# Squeezing boron phosphide: six questions

In zincblende BP every atom sits at the centre of a tetrahedron of four neighbours. Equal pressure from all sides favours no direction, and the calculation keeps this symmetry, so no bond can bend or turn out of the way. The crystal can lose volume only by shortening all its bonds together.

Density functional relaxations of zincblende BP under hydrostatic pressure at zero temperature, keeping its symmetry (Ansatz 0.2.0, plane-wave PAW, scalar-relativistic, PBEsol, no spin polarisation, cutoff 420 eV, Gaussian smearing of 0.02 eV). Changes are relative to the cell relaxed at zero pressure, with 11.54 Å³ per atom and primitive cell vectors of length a = 3.196 Å.

```tsv
applied pressure (GPa)	k mesh	volume change (%)	enthalpy change (eV/atom)	a change (%)	energy change (meV/atom)
-2	10×10×10	1.21	-0.145	0.40	0.9
2	10×10×10	-1.16	0.143	-0.39	0.8
5	10×10×10	-2.79	0.355	-0.94	5.0
10	10×10×10	-5.22	0.701	-1.77	18.1
20	10×10×10	-9.35	1.369	-3.22	62.4
40	12×12×12	-15.77	2.626	-5.56	198.4
```

Changes are relative to the crystal relaxed at zero pressure, and negative pressure means tension. The length $a$ is that of a cell vector. The energy $E$ and the volume $V$ are counted per atom, and the enthalpy is $H = E + PV$ at applied pressure $P$.

## 1. Why does the volume change about three times as much as the length $a$?

With its angles fixed, a cell has a volume proportional to the product of its three edge lengths, and here all three shrink by the same fraction. For a tiny change the volume therefore changes three times as much. At 40 GPa three times the change of $a$ would be −16.68 %, but the table gives −15.77 %, because each shortening acts on a cell that the others have already reduced.

The equal shrinkage follows from cubic symmetry. It doesn't show that BP is equally stiff when pulled along different directions.

## 2. Does the second 20 GPa compress the crystal as much as the first?

No. The first 20 GPa removes 9.35 % of the original volume, the next 20 GPa only another 6.42 %. The bulk modulus, which is the extra pressure needed per fractional loss of the current volume, not the original one, rises from about 169 GPa around zero pressure to 273 GPa between 20 and 40 GPa.

Theory supplies the reason. Near its best length a bond resists like a spring, but on further shortening the repulsion between the atoms and the kinetic energy of the confined electrons climb ever more steeply. The B–P bond shortens from 1.957 to 1.848 Å at 40 GPa, and each equal step takes a larger rise in pressure than the one before. The calculation holds the zincblende symmetry, so it doesn't test whether another structure would be preferred at high pressure.

## 3. Why does the energy rise under both tension and compression?

At zero pressure the crystal lies at the bottom of its energy curve, where the slope vanishes. A small step either way leads uphill, and the cost grows as the square of the step. For an ideal spring, doubling the pressure would double the step and quadruple the energy.

BP falls short of this. The energy change grows 3.4-fold from 10 to 20 GPa and 3.2-fold from 20 to 40 GPa. The stiffened crystal gives way by less than twice as much when the pressure doubles, so less energy is stored in it.

## 4. If shrinking costs energy, why does the crystal shrink?

Under pressure the crystal minimises $H$, not $E$. Giving up a volume $\Delta V$ lowers the $PV$ term by $P\,\Delta V$. In an ideal spring the resisting pressure grows evenly from zero to $P$, so its average is $P/2$ and the energy cost is $\tfrac12 P\,\Delta V$. Half of the lowering is left as net gain.

At 2 GPa the cost is indeed 0.50 of the lowering. At 40 GPa it is only 0.44, as the crystal costs 198 meV per atom to compress but lowers $PV$ by 455 meV. The spring picture fails here because more than half of the volume loss came in the first 20 GPa, while the resistance was still weak.

## 5. Is the stretched crystal more stable, since its enthalpy change is negative?

That doesn't follow. At −2 GPa the $PV$ term contributes −0.146 eV per atom, and the energy has risen slightly. The negative sign comes from the negative pressure. Enthalpies rank structures only at the same pressure, so the rows can't be ranked against each other for stability.

## 6. Which digits can be trusted?

A relaxation stops when the pressure is close to its target, not exactly on it. In the 10 GPa row it ended 0.053 GPa too high. Dividing by the bulk modulus between 5 and 10 GPa, about 197 GPa, gives an estimate of the excess compression:

$$\frac{0.053}{197} \approx 0.00027, \text{ or } 0.027\,\%.$$

In this row the last digit of the volume change is therefore off by two or three units, while at 20 and 40 GPa the leftover pressure is too small to matter. The energy error is this fraction times the $PV$ term of 0.683 eV, about 0.18 meV per atom, so the last digit of 18.1 meV is unsafe too. The enthalpy escapes: at its minimum, the extra energy is returned by the smaller $PV$ term.

Less smearing would change no digit, since the smallest gap on the mesh, 0.85 eV, is over forty times the smearing width. The 40 GPa row compares a crystal on a denser k mesh with the zero-pressure one on the coarser mesh. The mismatch is expected to matter little, because the energy of a crystal with a gap settles quickly as k points are added, but no run tests it. The wave cutoff wasn't varied either. Even steady digits don't guarantee agreement with a real crystal: the functional is approximate, zero-point motion is missing, and the PAW datasets were made for PBE, not PBEsol.

The output below gives the bulk moduli, the enthalpy budget and the leftover-pressure estimate for the individual rows.

Numerical output:

```
Compression:
  row  volume change per GPa (%)  bulk modulus from the row before (GPa)  B-P bond (A)
   -2                     -0.605                                     n/a         1.965
    2                      -0.58                                   169.4          1.95
    5                     -0.558                                   182.6         1.939
   10                     -0.522                                   197.2         1.923
   20                    -0.4675                                   223.2         1.894
   40                    -0.3942                                   272.5         1.848
Enthalpy budget:
  row  PV term (eV/atom)  energy cost (meV/atom)  lowering of PV by the volume change (meV/atom)  cost over lowering
   -2            -0.1459                   0.892                                            1.75              0.5096
    2             0.1424                   0.838                                            1.67              0.5018
    5             0.3502                   4.984                                           10.06              0.4955
   10             0.6829                   18.14                                           37.64              0.4819
   20              1.306                   62.36                                           134.8              0.4626
   40              2.428                   198.4                                           454.5              0.4366
Leftover pressure:
  row  reached less applied pressure (GPa)  volume error (%)  energy error (meV/atom)
   -2                            -0.003517          0.002077                 0.003029
    2                              0.01497         -0.008841                  0.01259
    5                              0.05721          -0.03133                   0.1097
   10                              0.05271          -0.02673                   0.1826
   20                             -0.00023          0.000103                -0.001346
   40                              0.00195        -0.0007155                  0.01737
B-P bond at zero pressure (A): 1.957
Three times the a change at 40 GPa (%): -16.68
Volume change from 20 to 40 GPa (points of the zero-pressure volume): -6.42
Bulk modulus between 20 and 40 GPa over that around zero: 1.609
Energy change at 20 GPa over that at 10 GPa: 3.448
Energy change at 40 GPa over that at 20 GPa: 3.179
Size of volume change at -2 GPa less that at 2 GPa (points): 0.05
Unrounded energy change at -2 GPa less that at 2 GPa (meV/atom): 0.054
PV at 40 GPa if the volume had stayed at its zero-pressure value (eV/atom): 2.882
Net enthalpy lowering by the compression at 40 GPa (meV/atom): 256.1
Smallest gap on the mesh in any row (eV): 0.8487
Smallest gap over the smearing width of 0.02 eV: 42.43
```
